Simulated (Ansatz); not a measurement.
# Polar CdS (0001) films against thickness, part 2 of 3

What happens to a polar CdS (0001) film as it grows?

Ansatz 0.2.0; plane-wave DFT, PBE, Ansatz PAW.

So far. Step 6 (Before relaxing, 4 atoms, units 2): The vacuum levels of the two faces differ by 4.09 eV, and there is no gap. Step 7 (Relaxing the film, 6 atoms, units 3): The gap is 0.61 eV.

### 8. Single point on the relaxed film, 6 atoms, units 3

input.yaml

```yaml
crystal:
  lattice:
    - [4.139999999, 0.0, 0.0]
    - [-2.0699999995, 3.5853451708, 0.0]
    - [0.0, 0.0, 25.54656]
  atoms:
    - { symbol: S, position: [0.6666666667, 0.3333333333, 0.3610197379] }
    - { symbol: Cd, position: [0.3333333333, 0.6666666667, 0.3748395549] }
    - { symbol: S, position: [0.3333333333, 0.6666666667, 0.4977187623] }
    - { symbol: Cd, position: [0.6666666667, 0.3333333333, 0.519572108] }
    - { symbol: S, position: [0.6666666667, 0.3333333333, 0.6348453502] }
    - { symbol: Cd, position: [0.3333333333, 0.6666666667, 0.6120044867] }
kpoints:
  mp_grid: { grid: [12, 12, 1] }
hamiltonian:
  xc: pbe
scf:
  occupations: { method: fermi_dirac, width: 0.03 }
  convergence: { dr2_threshold: 1.0e-09 }
efield:
  axis: 3
  dipole_correction: true
  ramp_position: 0.97
  ramp_width: 0.06
output:
  eigenvalues: true
  dos: { projected: true, e_range: [-7, 7] }
  write_potential: true
  write_density: true
  volumetric_format: npy
```

Launch:

```console
$ ansatz run input.yaml --threads 8 --pin off --max-ram 12288MiB --backend cpu --events-out ev --progress --plain --runs-dir out
```

It took 4.9 s on 8 threads of Arm Neoverse V2, shared host; peak memory 1.1 GiB.

The density of states has structure finer than the step of the table below, so its rows give means over 0.25 eV, whole bins alone (the curve runs from -7 to 1.98 eV). Peaks (eV: height): -5.490: 6.30, -4.960: 9.86, -4.190: 15.4, -3.420: 10.5, -2.960: 9.26, -2.370: 9.18, -0.860: 6.21.

Density of states against energy, zero at the Fermi level of the run, which the smearing sets inside the gap; means over each step:

energy (eV), density of states (states/eV a cell) and a bar:
```
    -6.25        0.0 
    -6.00        0.3 #
    -5.75        2.0 ##########
    -5.50        3.9 ###################
    -5.25        3.0 ##############
    -5.00        3.9 ###################
    -4.75        0.9 #####
    -4.50        1.0 #####
    -4.25        4.5 ######################
    -4.00        2.9 ##############
    -3.75        3.6 #################
    -3.50        5.4 ##########################
    -3.25        3.6 #################
    -3.00        6.0 #############################
    -2.75        4.1 ####################
    -2.50        5.0 ########################
    -2.25        6.2 ##############################
    -2.00        2.6 #############
    -1.75        2.2 ##########
    -1.50        2.1 ##########
    -1.25        1.7 ########
    -1.00        4.8 #######################
    -0.75        2.6 ############
    -0.50        0.6 ###
    -0.25        0.1 
     0.00        0.0 
     0.25        0.0 
     0.50        0.2 #
     0.75        0.3 ##
     1.00        0.5 ###
     1.25        0.7 ###
     1.50        1.0 #####
     1.75        2.2 ###########
```

The vacuum levels of the two faces differ by 1.37 eV, and the gap is 0.61 eV.

### 9. Before relaxing, 6 atoms, units 3

input.yaml, the sections that differ from step 8:

```yaml
crystal:
  lattice:
    - [4.14, 0.0, 0.0]
    - [-2.07, 3.58534517, 0.0]
    - [0.0, 0.0, 25.54656]
  atoms:
    - { symbol: S, position: [0.66666667, 0.33333333, 0.3522979219] }
    - { symbol: Cd, position: [0.33333333, 0.66666667, 0.3846529631] }
    - { symbol: S, position: [0.33333333, 0.66666667, 0.4838224794] }
    - { symbol: Cd, position: [0.66666667, 0.33333333, 0.5161775206] }
    - { symbol: S, position: [0.66666667, 0.33333333, 0.6153470369] }
    - { symbol: Cd, position: [0.33333333, 0.66666667, 0.6477020781] }
output:
  write_potential: true
  write_density: true
  volumetric_format: npy
# kpoints, hamiltonian, scf, efield: as in step 8
```

It took 5.2 s on 8 threads; peak memory 1.2 GiB; 39 s of CPU time.

Numbers from this step:

```yaml
energy_at_zero_smearing: -27471.7370 eV
work_function_upper_face: 2.831 eV
work_function_lower_face: 6.947 eV
dipole_along_the_normal: 0.3377 e·Å
step_between_the_vacuum_levels: -4.116 eV
```

The vacuum levels of the two faces differ by 4.12 eV, and there is no gap.

### 10. Relaxation, 8 atoms, units 4

System of this step: CdS (0001), 4 units. The cell holds 8 atoms: 4 S and 4 Cd. Cell: a = 4.140 Å, b = 4.140 Å, c = 28.907 Å, α = 90.0°, β = 90.0°, γ = 120.0°. It derives from CdS (wurtzite CdS). Vacuum lies along c.

input.yaml, the sections that differ from step 9:

```yaml
crystal:
  lattice:
    - [4.14, 0.0, 0.0]
    - [-2.07, 3.58534517, 0.0]
    - [0.0, 0.0, 28.90656]
  atoms:
    - { symbol: S, position: [0.66666667, 0.33333333, 0.3113480124] }
    - { symbol: Cd, position: [0.33333333, 0.66666667, 0.3399422138] }
    - { symbol: S, position: [0.33333333, 0.66666667, 0.4275846036] }
    - { symbol: Cd, position: [0.66666667, 0.33333333, 0.4561788051] }
    - { symbol: S, position: [0.66666667, 0.33333333, 0.5438211949] }
    - { symbol: Cd, position: [0.33333333, 0.66666667, 0.5724153964] }
    - { symbol: S, position: [0.33333333, 0.66666667, 0.6600577862] }
    - { symbol: Cd, position: [0.66666667, 0.33333333, 0.6886519876] }
relax:
  f_tol: 0.01
  max_steps: 100
# kpoints, hamiltonian, scf, efield, output: as in step 9
```

It took 39 s on 8 threads; peak memory 1.5 GiB; 5 min of CPU time.

Step by step:

```
step  energy less that of the first step (eV)  largest force component (eV/Å)
   1                                   0.0000                          0.8777
   2                                  -0.1429                          0.4073
   3                                  -0.2285                          0.1239
   4                                  -0.2423                          0.0505
   5                                  -0.2434                          0.0401
   6                                  -0.2437                          0.0288
   7                                  -0.2441                          0.0026
```

Forces are held to the 6 operations that the run works with; a distortion that breaks them can't arise in this run.

The atoms that moved most (Å):

```csv
atom,dx,dy,dz,length
S7,0.000,0.000,0.300,0.300
Cd2,0.000,0.000,-0.207,0.207
S5,0.000,0.000,0.169,0.169
Cd8,0.000,0.000,-0.168,0.168
Cd4,0.000,0.000,-0.122,0.122
S3,0.000,0.000,0.081,0.081
S1,0.000,0.000,-0.032,0.032
Cd6,0.000,0.000,-0.021,0.021
```

The relaxed structure:

```cif
data_structure
_symmetry_space_group_name_H-M 'P 1'
_symmetry_Int_Tables_number 1
_cell_length_a 4.1400
_cell_length_b 4.1400
_cell_length_c 28.9066
_cell_angle_alpha 90.000
_cell_angle_beta 90.000
_cell_angle_gamma 120.000
_cell_volume 429.07
loop_
_atom_site_label
_atom_site_type_symbol
_atom_site_fract_x
_atom_site_fract_y
_atom_site_fract_z
_atom_site_occupancy
S1 S 0.66667 0.33333 0.31024 1
Cd2 Cd 0.33333 0.66667 0.33279 1
S3 S 0.33333 0.66667 0.43038 1
Cd4 Cd 0.66667 0.33333 0.45194 1
S5 S 0.66667 0.33333 0.54967 1
Cd6 Cd 0.33333 0.66667 0.57170 1
S7 S 0.33333 0.66667 0.67043 1
Cd8 Cd 0.66667 0.33333 0.68285 1
```

The relaxation took 7 steps and lowered the energy by 0.24 eV; the largest force on the free atoms ends at 0.0026 eV/Å.

The work function of the upper face is 2.48 eV.

### 11. The relaxed film, single point, 8 atoms, units 4

input.yaml, the sections that differ from step 10:

```yaml
crystal:
  lattice:
    - [4.139999999, 0.0, 0.0]
    - [-2.0699999995, 3.5853451708, 0.0]
    - [0.0, 0.0, 28.90656]
  atoms:
    - { symbol: S, position: [0.6666666667, 0.3333333333, 0.3102405579] }
    - { symbol: Cd, position: [0.3333333333, 0.6666666667, 0.3327938417] }
    - { symbol: S, position: [0.3333333333, 0.6666666667, 0.430384208] }
    - { symbol: Cd, position: [0.6666666667, 0.3333333333, 0.4519444434] }
    - { symbol: S, position: [0.6666666667, 0.3333333333, 0.5496660707] }
    - { symbol: Cd, position: [0.3333333333, 0.6666666667, 0.5716957817] }
    - { symbol: S, position: [0.3333333333, 0.6666666667, 0.6704284927] }
    - { symbol: Cd, position: [0.6666666667, 0.3333333333, 0.682846604] }
output:
  eigenvalues: true
  dos: { projected: true, e_range: [-7, 7] }
  write_potential: true
  write_density: true
  volumetric_format: npy
# kpoints, hamiltonian, scf, efield: as in step 10
# relax: removed
```

Elapsed: 8.5 s, on 8 threads; peak memory 1.5 GiB.

The density of states has structure finer than the step of the table below, so its rows give means over 0.2 eV, whole bins alone (the curve runs from -7 to 1.98 eV). Peaks (eV: height): -6.93: 62.4, -5.56: 12.6, -3.42: 14.5, -2.72: 16.8, -1.63: 14.6, -1.49: 16.2, -0.26: 16.3.

Density of states against energy, zero at the Fermi level; means over each step:

```csv
energy (eV),density of states (states/eV a cell)
-6.8,4.73
-6.6,5.90
-6.4,3.58
-6.2,1.05
-6.0,0.786
-5.8,0.625
-5.6,4.73
-5.4,2.71
-5.2,3.90
-5.0,2.73
-4.8,1.71
-4.6,3.40
-4.4,4.64
-4.2,3.36
-4.0,3.24
-3.8,6.12
-3.6,6.10
-3.4,6.55
-3.2,4.07
-3.0,4.35
-2.8,5.41
-2.6,6.45
-2.4,4.16
-2.2,3.30
-2.0,3.07
-1.8,2.48
-1.6,7.95
-1.4,4.76
-1.2,2.57
-1.0,2.59
-0.8,2.70
-0.6,1.63
-0.4,2.35
-0.2,7.64
0.0,1.24
0.2,1.15
0.4,0.763
0.6,1.25
0.8,2.98
1.0,2.28
1.2,1.65
1.4,0.340
1.6,1.17
1.8,3.92
```

The vacuum levels of the two faces differ by 4.32 eV, and there is no gap.

### 12. Before relaxing, 8 atoms, units 4

input.yaml, the sections that differ from step 11:

```yaml
crystal:
  lattice:
    - [4.14, 0.0, 0.0]
    - [-2.07, 3.58534517, 0.0]
    - [0.0, 0.0, 28.90656]
  atoms:
    - { symbol: S, position: [0.66666667, 0.33333333, 0.3113480124] }
    - { symbol: Cd, position: [0.33333333, 0.66666667, 0.3399422138] }
    - { symbol: S, position: [0.33333333, 0.66666667, 0.4275846036] }
    - { symbol: Cd, position: [0.66666667, 0.33333333, 0.4561788051] }
    - { symbol: S, position: [0.66666667, 0.33333333, 0.5438211949] }
    - { symbol: Cd, position: [0.33333333, 0.66666667, 0.5724153964] }
    - { symbol: S, position: [0.33333333, 0.66666667, 0.6600577862] }
    - { symbol: Cd, position: [0.66666667, 0.33333333, 0.6886519876] }
output:
  write_potential: true
  write_density: true
  volumetric_format: npy
# kpoints, hamiltonian, scf, efield: as in step 11
```

The job ended after 8.7 s (8 threads; peak memory 1.5 GiB; 66 s of CPU time).

The vacuum levels of the two faces differ by 4.02 eV, and there is no gap.

### 13. Relaxing the film, 12 atoms, units 6

System of this step: CdS (0001), 6 units. The cell holds 12 atoms: 6 S and 6 Cd. Cell: a = 4.140 Å, b = 4.140 Å, c = 35.627 Å, α = 90.0°, β = 90.0°, γ = 120.0°. It derives from CdS (wurtzite CdS). Vacuum lies along c.

input.yaml, the sections that differ from step 12:

```yaml
crystal:
  lattice:
    - [4.14, 0.0, 0.0]
    - [-2.07, 3.58534517, 0.0]
    - [0.0, 0.0, 35.62656]
  atoms:
    - { symbol: S, position: [0.66666667, 0.33333333, 0.2526205168] }
    - { symbol: Cd, position: [0.33333333, 0.66666667, 0.2758211851] }
    - { symbol: S, position: [0.33333333, 0.66666667, 0.3469321764] }
    - { symbol: Cd, position: [0.66666667, 0.33333333, 0.3701328447] }
    - { symbol: S, position: [0.66666667, 0.33333333, 0.4412438361] }
    - { symbol: Cd, position: [0.33333333, 0.66666667, 0.4644445043] }
    - { symbol: S, position: [0.33333333, 0.66666667, 0.5355554957] }
    - { symbol: Cd, position: [0.66666667, 0.33333333, 0.5587561639] }
    - { symbol: S, position: [0.66666667, 0.33333333, 0.6298671553] }
    - { symbol: Cd, position: [0.33333333, 0.66666667, 0.6530678236] }
    - { symbol: S, position: [0.33333333, 0.66666667, 0.7241788149] }
    - { symbol: Cd, position: [0.66666667, 0.33333333, 0.7473794832] }
relax:
  f_tol: 0.01
  max_steps: 100
# kpoints, hamiltonian, scf, efield, output: as in step 12
```

Run time: 64 s. Hardware: 8 threads; peak memory 2.3 GiB.

The relaxation took 5 steps and lowered the energy by 0.15 eV; the largest force on the free atoms ends at 0.0040 eV/Å.

The work function of the upper face is 2.76 eV.

### 14. The relaxed film, single point, 12 atoms, units 6

input.yaml

```yaml
crystal:
  lattice:
    - [4.139999999, 0.0, 0.0]
    - [-2.0699999995, 3.5853451708, 0.0]
    - [0.0, 0.0, 35.62656]
  atoms:
    - { symbol: S, position: [0.6666666667, 0.3333333333, 0.2466875924] }
    - { symbol: Cd, position: [0.3333333333, 0.6666666667, 0.2688316732] }
    - { symbol: S, position: [0.3333333333, 0.6666666667, 0.3440466417] }
    - { symbol: Cd, position: [0.6666666667, 0.3333333333, 0.3659413863] }
    - { symbol: S, position: [0.6666666667, 0.3333333333, 0.4407096932] }
    - { symbol: Cd, position: [0.3333333333, 0.6666666667, 0.4627145983] }
    - { symbol: S, position: [0.3333333333, 0.6666666667, 0.5374886946] }
    - { symbol: Cd, position: [0.6666666667, 0.3333333333, 0.5594612483] }
    - { symbol: S, position: [0.6666666667, 0.3333333333, 0.6344102841] }
    - { symbol: Cd, position: [0.3333333333, 0.6666666667, 0.6564043569] }
    - { symbol: S, position: [0.3333333333, 0.6666666667, 0.7325743735] }
    - { symbol: Cd, position: [0.6666666667, 0.3333333333, 0.7507294576] }
kpoints:
  mp_grid: { grid: [12, 12, 1] }
hamiltonian:
  xc: pbe
scf:
  occupations: { method: fermi_dirac, width: 0.03 }
  convergence: { dr2_threshold: 1.0e-09 }
efield:
  axis: 3
  dipole_correction: true
  ramp_position: 0.97
  ramp_width: 0.06
output:
  eigenvalues: true
  dos: { projected: true, e_range: [-7, 7] }
  write_potential: true
  write_density: true
  volumetric_format: npy
```

Elapsed: 22 s, on 8 threads; peak memory 2.5 GiB.

The density of states has structure finer than the step of the table below, so its rows give means over 0.25 eV, whole bins alone (the curve runs from -7 to 1.98 eV). Peaks (eV: height): -6.820: 36.8, -4.400: 14.3, -3.840: 15.1, -3.280: 13.1, -2.960: 16.7, -1.770: 20.5, -0.160: 16.5.

The density of states by energy, zero at the Fermi level; means over each step:

energy (eV), density of states (states/eV a cell) and a bar:
```
    -6.75       14.8 ##############################
    -6.50        5.1 ##########
    -6.25        2.3 ####
    -6.00        1.4 ##
    -5.75        2.1 ####
    -5.50        5.2 ##########
    -5.25        2.7 #####
    -5.00        3.9 ########
    -4.75        2.8 #####
    -4.50        5.5 ###########
    -4.25        4.3 ########
    -4.00        6.5 #############
    -3.75        8.9 ##################
    -3.50        6.0 ############
    -3.25        9.2 ##################
    -3.00       10.4 #####################
    -2.75        7.0 ##############
    -2.50        7.9 ################
    -2.25        7.1 ##############
    -2.00        6.6 #############
    -1.75        9.7 ###################
    -1.50        5.3 ##########
    -1.25        7.7 ###############
    -1.00        5.5 ###########
    -0.75        3.7 #######
    -0.50        2.7 #####
    -0.25        6.2 ############
     0.00        5.0 ##########
     0.25        2.3 ####
     0.50        3.0 ######
     0.75        1.6 ###
     1.00        0.3 
     1.25        0.5 
     1.50        1.6 ###
     1.75        3.4 ######
```

The vacuum levels of the two faces differ by 4.23 eV, and there is no gap.

### 15. Relaxation, 16 atoms, units 8

System of this step: CdS (0001), 8 units. The cell holds 16 atoms: 8 S and 8 Cd. Its edges and angles: a = 4.140 Å, b = 4.140 Å, c = 42.347 Å, α = 90.0°, β = 90.0°, γ = 120.0°. It derives from CdS (wurtzite CdS). Vacuum lies along c.

input.yaml

```yaml
crystal:
  lattice:
    - [4.14, 0.0, 0.0]
    - [-2.07, 3.58534517, 0.0]
    - [0.0, 0.0, 42.34656]
  atoms:
    - { symbol: S, position: [0.66666667, 0.33333333, 0.2125320215] }
    - { symbol: Cd, position: [0.33333333, 0.66666667, 0.2320509623] }
    - { symbol: S, position: [0.33333333, 0.66666667, 0.2918773095] }
    - { symbol: Cd, position: [0.66666667, 0.33333333, 0.3113962504] }
    - { symbol: S, position: [0.66666667, 0.33333333, 0.3712225975] }
    - { symbol: Cd, position: [0.33333333, 0.66666667, 0.3907415384] }
    - { symbol: S, position: [0.33333333, 0.66666667, 0.4505678856] }
    - { symbol: Cd, position: [0.66666667, 0.33333333, 0.4700868264] }
    - { symbol: S, position: [0.66666667, 0.33333333, 0.5299131736] }
    - { symbol: Cd, position: [0.33333333, 0.66666667, 0.5494321144] }
    - { symbol: S, position: [0.33333333, 0.66666667, 0.6092584616] }
    - { symbol: Cd, position: [0.66666667, 0.33333333, 0.6287774025] }
    - { symbol: S, position: [0.66666667, 0.33333333, 0.6886037496] }
    - { symbol: Cd, position: [0.33333333, 0.66666667, 0.7081226905] }
    - { symbol: S, position: [0.33333333, 0.66666667, 0.7679490377] }
    - { symbol: Cd, position: [0.66666667, 0.33333333, 0.7874679785] }
kpoints:
  mp_grid: { grid: [12, 12, 1] }
hamiltonian:
  xc: pbe
scf:
  occupations: { method: fermi_dirac, width: 0.03 }
  convergence: { dr2_threshold: 1.0e-09 }
efield:
  axis: 3
  dipole_correction: true
  ramp_position: 0.97
  ramp_width: 0.06
relax:
  f_tol: 0.01
  max_steps: 100
output:
  write_potential: true
  write_density: true
  volumetric_format: npy
```

The job ended after 2.2 min (8 threads; peak memory 3.3 GiB; 17 min of CPU time).

Running mean over 3.36 Å of the planar mean; the ramp of the sawtooth is left out. Table of electron's electrostatic potential energy less the Fermi level by z:

| z (Å) | electron's electrostatic potential energy less the Fermi level (eV) |
| --- | --- |
| 4 | 6.97 |
| 6 | 6.81 |
| 8 | 1.30 |
| 10 | -0.620 |
| 12 | -0.923 |
| 14 | -1.02 |
| 16 | -1.47 |
| 18 | -1.44 |
| 20 | -1.85 |
| 22 | -1.95 |
| 24 | -2.12 |
| 26 | -2.49 |
| 28 | -2.47 |
| 30 | -3.03 |
| 32 | -3.26 |
| 34 | -3.17 |
| 36 | 2.29 |
| 38 | 2.92 |

The relaxation took 5 steps and lowered the energy by 0.13 eV; the largest force on the free atoms ends at 0.0057 eV/Å.

The work function of the upper face is 2.94 eV.

### 16. The series together

Times are for 8 threads of Arm Neoverse V2, shared host. Results by setting:

```
no.  units  gap by band count (eV)  dipole along the normal (e·Å)  dipole field (V/Å)     time  memory (GiB)
  1      1                   1.811                        0.06070             0.03930    4.2 s          0.63
  2      2                   1.952                        5.15e-4             2.83e-4     16 s          0.86
  3      3                  0.6100                         0.1122             0.05354     31 s           1.1
  4      4                 -0.2618                         0.3547              0.1496     39 s           1.5
  5      6                 -0.3149                         0.3468              0.1187     64 s           2.3
  6      8                 -0.3533                         0.3307             0.09521  2.2 min           3.3
```

The valence density, planar mean (1) oscillates, so the rows of the table below give means over windows of 1 Å about each position, cut where the curve ends. Its maxima inside the range that stand out by 2 % of the span (Å: e/Å³): 9.6: 1.64.

The runs together. The valence density, planar mean by z; means over each step:

| z (Å) | 1 (e/Å³) | 2 (e/Å³) | 3 (e/Å³) | 4 (e/Å³) | 6 (e/Å³) | 8 (e/Å³) |
| --- | --- | --- | --- | --- | --- | --- |
| 5 | 1.1e-5 | 5.8e-6 | 1.1e-5 | 1.7e-5 | 2.7e-5 | 3.5e-5 |
| 6 | 1.9e-4 | 1.1e-4 | 2.1e-4 | 3.4e-4 | 5.5e-4 | 7.1e-4 |
| 7 | 0.00347 | 0.00220 | 0.00383 | 0.00683 | 0.0114 | 0.0148 |
| 8 | 0.0654 | 0.0456 | 0.0718 | 0.112 | 0.151 | 0.175 |
| 9 | 0.808 | 0.386 | 0.763 | 0.718 | 0.762 | 0.859 |
| 10 | 0.832 | 1.18 | 0.867 | 0.870 | 0.788 | 0.673 |
| 11 | 0.0397 | 0.202 | 0.0582 | 0.0758 | 0.0904 | 0.0994 |
| 12 | 0.00221 | 1.05 | 0.196 | 0.308 | 0.344 | 0.389 |
| 13 | 1.4e-4 | 0.554 | 1.11 | 1.20 | 1.17 | 1.15 |
| 14 | 9.4e-6 | 0.0749 | 0.430 | 0.210 | 0.186 | 0.148 |
| 15 | 0 | 0.00400 | 0.541 | 0.143 | 0.184 | 0.210 |
| 16 | 0 | 1.9e-4 | 1.03 | 0.839 | 0.876 | 0.948 |
| 17 | 0 | 9.9e-6 | 0.169 | 0.744 | 0.662 | 0.561 |
| 18 | 0 | 0 | 0.0121 | 0.0773 | 0.0985 | 0.115 |

(Part 2 of 3 ends here.)

[Logs are printed without paths, hosts, clocks, repeated set-up lines and the standing remarks that a program may print on its own settings, such as how far it seeks lower states.]

[Hosts, paths, dates, database ids (printed as entryN), source tags and the programs' standing remarks are cut or masked in the printed files.]

[Maps of the electrostatic potential energy from Ansatz leave out the sawtooth potential of an applied field or a dipole correction, so their vacuum need not be flat; planar profiles and work functions include it.]

[The density of states shown here was stored with 400 of the rows of the run's finer table, so its peaks can read low, often by over a quarter, or be missed, and its means over a window can be off by a tenth or more.]
